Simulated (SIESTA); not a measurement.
Runs of SIESTA 5.4.2 on MnO2. The structure is trigonal, space group P-3m1 (No. 164). The conventional cell has a = 2.857 Å, b = 2.857 Å, c = 4.601 Å, α = 90.00°, β = 90.00°, γ = 120.00°. Mn (site symmetry -3m) is surrounded by 6 O at 1.90 Å. Around O (site symmetry 3m) lie 3 Mn at 1.90 Å. Measurements of this composition are mostly on another form, of space group No. 136.

| task | level | potentials or basis | k mesh | gap on the mesh (eV) | pressure (GPa) | moment (μB) | V0 of scaled cells (Å³/atom) | B0 (GPa) | largest force (eV/Å) |
| --- | --- | --- | --- | --- | --- | --- | --- | --- | --- |
| band structure | PBE | PseudoDojo 0.4 standard (PBE files), DZP (energy shift 0.003 Ry; two zetas on semicore shells) | 11 × 11 × 6 | 0.85 | 7.5 | 3.00 | - | - | 0.63 |
| equation of state | LDA | PseudoDojo 0.4 standard (LDA files), DZP (energy shift 0.003 Ry; two zetas on semicore shells) | 8 × 8 × 4 | - | - | - | 10.54 | 223 | - |
| band structure | PBEsol | PseudoDojo 0.4 standard (PBEsol files), DZP (energy shift 0.003 Ry; two zetas on semicore shells) | 11 × 11 × 6 | 0.69 | (a) | 3.00 | - | - | (c) |
| band structure | LDA | PseudoDojo 0.4 standard (LDA files), DZP (energy shift 0.003 Ry; two zetas on semicore shells) | 11 × 11 × 6 | 0.38 | -5.9 | 3.00 | - | - | 0.11 |
| equation of state | PBEsol | PseudoDojo 0.4 standard (PBEsol files), DZP (energy shift 0.003 Ry; two zetas on semicore shells) | 8 × 8 × 4 | - | - | - | (b) | 204 | - |

Alike in all rows: spin collinear, ferromagnetic start; cell as given; smearing fermi-dirac 0.05 eV; grid cutoff 800 Ry; energy shift 0.003 Ry.

Problem. Estimate the missing entries.

Solution. (a) 0.5; (b) 10.87; (c) 0.25.

Caveats: short orbitals over semicore shells can move pressures by several GPa; the basis of atomic orbitals isn't converged, which shifts pressures, moduli and gaps; a cell with one magnetic atom can't hold antiferromagnetic order, which such compounds often take (some runs); the cell was scaled at fixed shape and fractional positions, which overstates the stiffness of a crystal with free parameters, most of all of layers and chains (some runs).

